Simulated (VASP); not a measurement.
# GaN (F-43m) in VASP: a series of runs

Aim: see how the results for GaN move with the level of theory and the settings. Levels: PBE, HSE06, PBE0. Tasks: band structure.

Everything below comes from runs of VASP 6.6.1. Logs are shortened: lines on timing, memory, paths and dates and some standing lists are left out, and cuts for length are marked.

**What was measured.**

A printed reference work, textbook reports, for a bulk crystal of GaN at 0 K: band gap 3.299 eV (direct).

The runs below are set against these values where they give the same quantity.

### Step 1. The crystal as given

Symmetry: F-43m, No. 216, cubic system. The conventional cell has a = 4.548 Å, b = 4.548 Å, c = 4.548 Å, α = 90.00°, β = 90.00°, γ = 90.00°. Around Ga (site symmetry -43m) lie 4 N at 1.97 Å. N (site symmetry -43m) has 4 Ga at 1.97 Å as nearest neighbours.

The cell is a database's computed one.

### Step 2. Band structure, PBE

Input file INCAR:

```
SYSTEM = GaN
ALGO = Normal ; EDIFF = 1E-6
ENCUT = 520 ; GGA = PE
ISIF = 2 ; ISMEAR = 0
KPAR = 2 ; LASPH = .TRUE.
LCHARG = .FALSE. ; LREAL = .FALSE.
LWAVE = .FALSE. ; NBANDS = 16
NELM = 80 ; PREC = Accurate
SIGMA = 0.03
```

Input file KPOINTS:

```
k-points
0
G
  6 6 6
  0 0 0
```

Input file POSCAR:

```
GaN                                     
1.0
    0.0000000000      2.2741012835      2.2741012835
    2.2741012835      0.0000000000      2.2741012835
    2.2741012835      2.2741012835      0.0000000000
  Ga              N             
     1     1
Direct
     0.0000000000000000    0.0000000000000000    0.0000000000000000
     0.7500000000000000    0.7500000000000000    0.7500000000000000
```

Input file KPOINTS_OPT:

```
explicit points
9
Reciprocal
 0.0000000000  0.0000000000  0.0000000000 1
 0.3750000000  0.3750000000  0.7500000000 1
 0.5000000000  0.5000000000  0.5000000000 1
 0.6250000000  0.2500000000  0.6250000000 1
 0.5000000000  0.2500000000  0.7500000000 1
 0.5000000000  0.0000000000  0.5000000000 1
 0.4000000000  0.0000000000  0.4000000000 1
 0.4250000000  0.0000000000  0.4250000000 1
 0.4500000000  0.0000000000  0.4500000000 1
```

Potentials or basis: VASP PAW PBE potentials, release 64 (Ga_d, N).

The run is started by

```console
> cat potpaw_PBE.64/Ga_d/POTCAR potpaw_PBE.64/N/POTCAR > POTCAR
> mpirun -np 2 vasp_std > vasp.out
```

OUTCAR:

```text
SYSTEM = GaN
   EDIFF = 1E-6
   ENCUT = 520
   GGA = PE
   ISIF = 2
   ISMEAR = 0
   LASPH = .TRUE.
   LREAL = .FALSE.
   NELM = 80
   PREC = Accurate

 ion  position               nearest neighbor table
   1  0.000  0.000  0.000-   2 1.97   2 1.97   2 1.97   2 1.97
   2  0.750  0.750  0.750-   1 1.97   1 1.97   1 1.97   1 1.97

  LATTYP: Found a face centered cubic cell.
 ALAT       =     4.5482025670

  Lattice vectors:

 A1 = (   0.0000000000,   2.2741012835,   2.2741012835)
 A2 = (   2.2741012835,   0.0000000000,   2.2741012835)
 A3 = (   2.2741012835,   2.2741012835,   0.0000000000)

Analysis of symmetry for initial positions (statically):
=====================================================================
 Subroutine PRICEL returns:
 Original cell was already a primitive cell.

 Routine SETGRP: Setting up the symmetry group for a
 face centered cubic supercell.

 Subroutine GETGRP returns: Found 24 space group operations
 (whereof 24 operations were pure point group operations)
 out of a pool of 48 trial point group operations.

The static configuration has the point symmetry T_d .

Analysis of symmetry for dynamics (positions and initial velocities):
=====================================================================
 Subroutine PRICEL returns:
 Original cell was already a primitive cell.

 Routine SETGRP: Setting up the symmetry group for a
 face centered cubic supercell.

 Subroutine GETGRP returns: Found 24 space group operations
 (whereof 24 operations were pure point group operations)
 out of a pool of 48 trial point group operations.

The dynamic configuration has the point symmetry T_d .

 Subroutine INISYM returns: Found 24 space group operations
 (whereof 24 operations are pure point group operations),
 and found     1 'primitive' translations

----------------------------------------------------------------------------------------

                                     Primitive cell

  volume of cell :      23.5212

  direct lattice vectors                    reciprocal lattice vectors
     0.000000000  2.274101283  2.274101283    -0.219867076  0.219867076  0.219867076
     2.274101283  0.000000000  2.274101283     0.219867076 -0.219867076  0.219867076
     2.274101283  2.274101283  0.000000000     0.219867076  0.219867076 -0.219867076

  length of vectors
     3.216064877  3.216064877  3.216064877     0.380820947  0.380820947  0.380820947

  position of ions in fractional coordinates (direct lattice)
     0.000000000  0.000000000  0.000000000
     0.750000000  0.750000000  0.750000000
[... 69 lines left out ...]
   LREAL  =      F    real-space projection
   EDIFFG = 0.1E-04   stopping-criterion for IOM
   NSW    =      0    number of steps for IOM
   IBRION =     -1    ionic relax: 0-MD 1-quasi-New 2-CG
   NFREE  =      0    steps in history (QN), initial steepest desc. (CG)
   ISIF   =      2    stress and relaxation
   ISYM   =      2    0-nonsym 1-usesym 2-fastsym
   POTIM  = 0.5000    time-step for ionic-motion
   TEBEG  =    0.0;   TEEND  =   0.0 temperature during run
   PSTRESS=    0.0 pullay stress
   NELECT =      18.0000    total number of electrons
   NUPDOWN=      -1.0000    fix difference up-down
   EMIN   =  10.00;   EMAX   =-10.00  energy-range for DOS
   EFERMI =   0.00;   METHOD = LEGACY
   ISMEAR =     0;   SIGMA  =   0.03  broadening in eV -4-tet -1-fermi 0-gaus
   EFERMI_NEDOS =   21; number of points for ismear=-14 and -15
   IALGO  =     38    algorithm
   IMIX   =      4    mixing-type and parameters
     AMIX     =   0.40;   BMIX     =  1.00
     AMIX_MAG =   1.60;   BMIX_MAG =  1.00
  volume/ion in A,a.u.               =      11.76        79.36
  Fermi-wavevector in a.u.,A,eV,Ry     =   1.497428  2.829728 30.508204  2.242290
  Thomas-Fermi vector in A             =   2.609317
   LORBIT       =      0    0 simple, 1 ext, 2 COOP (PROOUT), +10 PAW based schemes
   GGA     = PE    functional components
   LHFCALC =     F    Hartree Fock is set to
   AEXX    =    0.0000 exact exchange contribution
   IVDW    =     0    specifies the selected vdW correction
   LEPSILON=     F    determine dielectric tensor
   LRPA    =     F    only Hartree local field effects (RPA)
 non-spin polarized calculation
 Gauss-broadening in eV      SIGMA  =   0.03
  energy-cutoff  :      520.00
  volume of cell :       23.52
 maximum number of plane-waves:       641
   NGX = 11   NGY = 11   NGZ = 11

 number of electron      17.9999986 magnetization

 Free energy of the ion-electron system (eV)
  ---------------------------------------------------
  ext. energy  EPLUGINS =         0.00000000
  ---------------------------------------------------
  free energy    TOTEN  =       -12.14883856 eV

  energy without entropy =      -12.14883856  energy(sigma->0) =      -12.14883856

 E-fermi :   5.2285     XC(G=0): -11.5204

 val. band max:        4.9940125079   @ k =   0.0000   0.0000   0.0000
 cond. band min:       6.5400830970   @ k =   0.0000   0.0000   0.0000
 fundamental gap:      1.5460705890
 Fermi energy:         5.2284791326

 k-point     1 :       0.0000    0.0000    0.0000
  band No.  band energies     occupation
      1     -10.7115      2.00000
      2      -8.4337      2.00000
      3      -8.4337      2.00000
      4      -8.4337      2.00000
      5      -8.1409      2.00000
      6      -8.1409      2.00000
[... 281 lines left out ...]
      3      -8.2472      2.00000
      4      -8.1477      2.00000
      5      -8.1038      2.00000
      6      -6.2662      2.00000
[... 8 lines left out ...]
     15      25.3748      0.00000
     16      27.5374      0.00000

------------------------ aborting loop because EDIFF is reached ----------------------------------------

  FORCE on cell =-STRESS in cart. coord.  units (eV):
  Direction    XX          YY          ZZ          XY          YZ          ZX
  --------------------------------------------------------------------------------------
  -------------------------------------------------------------------------------------
  Total        0.0133590      0.0133590      0.0133590      0.0000000      0.0000000      0.0000000
  in kB        0.9099664      0.9099664      0.9099664      0.0000000      0.0000000      0.0000000
  external PRESSURE =       0.9099664 kB  Pullay stress =       0.0000000 kB

 VOLUME and BASIS-vectors are now :
 -----------------------------------------------------------------------------
  energy-cutoff  :      520.00
  volume of cell :       23.52
      direct lattice vectors                 reciprocal lattice vectors
     0.000000000  2.274101283  2.274101283    -0.219867076  0.219867076  0.219867076
     2.274101283  0.000000000  2.274101283     0.219867076 -0.219867076  0.219867076
     2.274101283  2.274101283  0.000000000     0.219867076  0.219867076 -0.219867076

 POSITION                                       TOTAL-FORCE (eV/Angst)
 -----------------------------------------------------------------------------------
      0.00000      0.00000      0.00000        -0.000000     -0.000000     -0.000000
      3.41115      3.41115      3.41115         0.000000      0.000000      0.000000
 -----------------------------------------------------------------------------------
    total drift:                               -0.000002     -0.000002     -0.000001

  FREE ENERGIE OF THE ION-ELECTRON SYSTEM (eV)
  ---------------------------------------------------
  free  energy   TOTEN  =       -12.1488385597 eV

  energy  without entropy=      -12.1488385597  energy(sigma->0) =      -12.14883856
```

OSZICAR:

```text
N       E                     dE             d eps       ncg     rms          rms(c)
DAV:   1     0.936045629606E+02    0.93605E+02   -0.94044E+03   560   0.201E+03
DAV:   2    -0.730552185786E+01   -0.10091E+03   -0.94000E+02   592   0.346E+02
DAV:   3    -0.140295996116E+02   -0.67241E+01   -0.67044E+01   608   0.749E+01
DAV:   4    -0.141096359225E+02   -0.80036E-01   -0.80029E-01   624   0.911E+00
DAV:   5    -0.141106930234E+02   -0.10571E-02   -0.10571E-02   640   0.938E-01    0.763E+00
DAV:   6    -0.121514324551E+02    0.19593E+01   -0.49772E+00   768   0.389E+01    0.269E+00
DAV:   7    -0.121565857317E+02   -0.51533E-02   -0.30276E-01   568   0.664E+00    0.176E+00
DAV:   8    -0.121528046655E+02    0.37811E-02   -0.61822E-02   600   0.315E+00    0.820E-01
DAV:   9    -0.121485264338E+02    0.42782E-02   -0.13570E-02   760   0.256E+00    0.218E-01
DAV:  10    -0.121489241390E+02   -0.39771E-03   -0.14298E-03   600   0.492E-01    0.114E-01
DAV:  11    -0.121488340051E+02    0.90134E-04   -0.25248E-04   752   0.246E-01    0.802E-03
DAV:  12    -0.121488387964E+02   -0.47913E-05   -0.29000E-05   576   0.479E-02    0.875E-03
DAV:  13    -0.121488385597E+02    0.23672E-06   -0.49840E-07   408   0.130E-02
   1 F= -.12148839E+02 E0= -.12148839E+02  d E =-.696948E-30
       N       E                     dE             ncg
DAV:   1     0.553211856536E+02   -0.65762E+04      320
DAV:   2    -0.722595440297E+03   -0.77792E+03      336
DAV:   3    -0.773029631940E+03   -0.50434E+02      344
DAV:   4    -0.773551603363E+03   -0.52197E+00      384
DAV:   5    -0.773558446411E+03   -0.68430E-02      352
DAV:   6    -0.773558650260E+03   -0.20385E-03      408
DAV:   7    -0.773558655677E+03   -0.54172E-05      344
DAV:   8    -0.773558655869E+03   -0.19208E-06      320
```

stdout:

```text
POSCAR found type information on POSCAR GaN
 POSCAR found :  2 types and       2 ions
 scaLAPACK will be used
 LDA part: xc-table for (Slater+PW92), standard interpolation
 POSCAR, INCAR and KPOINTS ok, starting setup
 FFT: planning ... GRIDC
 FFT: planning ... GRID_SOFT
 FFT: planning ... GRID
 WAVECAR not read
 entering main loop
 Start KPOINTS_OPT (optional k-point list driver)
k-point batch [1-9\9]
```

It took 3.2 s on 2 MPI ranks of AMD EPYC 9R45 (Zen 5), shared host; peak memory 0.11 GiB.

What came out:

```
Free energy             : -12.1488 eV
Pressure                : 0.1 GPa
Band gap on the k mesh  : 1.55 eV, direct
Band gap along the path : 1.55 eV, direct
```

Levels at points of the mesh, in eV from the valence-band top:
| k point | band 7 | band 8 | band 9 | band 10 | band 11 | band 12 |
| --- | --- | --- | --- | --- | --- | --- |
| (0.00, 0.00, 0.00) | 0.00 | 0.00 | 0.00 | 1.55 | 10.13 | 10.13 |
| (0.50, 0.00, 0.00) | -6.86 | -0.93 | -0.93 | 4.45 | 8.59 | 10.22 |
| (0.50, 0.50, 0.00) | -6.01 | -2.61 | -2.61 | 3.34 | 6.49 | 11.52 |

### Step 3. Band structure, HSE06

POSCAR is that of step 2.

Input file INCAR.step1:

```
SYSTEM = GaN
ALGO = Normal ; EDIFF = 1E-5
ENCUT = 520 ; GGA = PE
ISIF = 2 ; ISMEAR = 0
KPAR = 2 ; LASPH = .TRUE.
LCHARG = .FALSE. ; LREAL = .FALSE.
LWAVE = .TRUE. ; NBANDS = 16
NELM = 80 ; PREC = Accurate
SIGMA = 0.03
```

Input file INCAR.step2:

```
SYSTEM = GaN
ALGO = Normal ; EDIFF = 1E-6
ENCUT = 520 ; GGA = PE
HFSCREEN = 0.2 ; ISIF = 2
ISMEAR = 0 ; ISTART = 1
KPAR = 2 ; LASPH = .TRUE.
LCHARG = .FALSE. ; LHFCALC = .TRUE.
LREAL = .FALSE. ; LWAVE = .FALSE.
NBANDS = 16 ; NELM = 80
PREC = Accurate ; PRECFOCK = Fast
SIGMA = 0.03
```

KPOINTS is that of step 2.

KPOINTS_OPT is that of step 2.

Potentials or basis: VASP PAW PBE potentials, release 64 (Ga_d, N).

The run is started by

```console
> cat potpaw_PBE.64/Ga_d/POTCAR potpaw_PBE.64/N/POTCAR > POTCAR
> cp INCAR.step1 INCAR
> mpirun -np 2 vasp_std > vasp.out
> cp INCAR.step2 INCAR
> mpirun -np 2 vasp_std > vasp.out
```

It took 6 min on 2 MPI ranks of AMD EPYC 9R45 (Zen 5), shared host; peak memory 0.23 GiB.

Results (log left out):

| Quantity | Value |
| --- | --- |
| Free energy | -14.7559 eV |
| Pressure | -6.2 GPa |
| Band gap on the k mesh | 2.79 eV, direct |
| Band gap along the path | 2.79 eV, direct |

Levels at points of the mesh, in eV from the valence-band top:
| k point | band 5 | band 6 | band 7 | band 8 | band 9 | band 10 | band 11 | band 12 | band 13 | band 14 |
| --- | --- | --- | --- | --- | --- | --- | --- | --- | --- | --- |
| (0.00, 0.00, 0.00) | -15.29 | -15.29 | 0.00 | 0.00 | 0.00 | 2.79 | 11.75 | 11.75 | 11.75 | 19.02 |
| (0.50, 0.00, 0.00) | -15.25 | -13.61 | -7.36 | -1.01 | -1.01 | 5.89 | 10.29 | 11.77 | 11.77 | 17.09 |
| (0.50, 0.50, 0.00) | -15.23 | -13.06 | -6.45 | -2.81 | -2.81 | 4.45 | 8.00 | 13.37 | 15.74 | 15.74 |

Caveat: the PAW data sets were made with another functional, which shifts forces and pressure a little.

(Continued in part 2 of 2.)
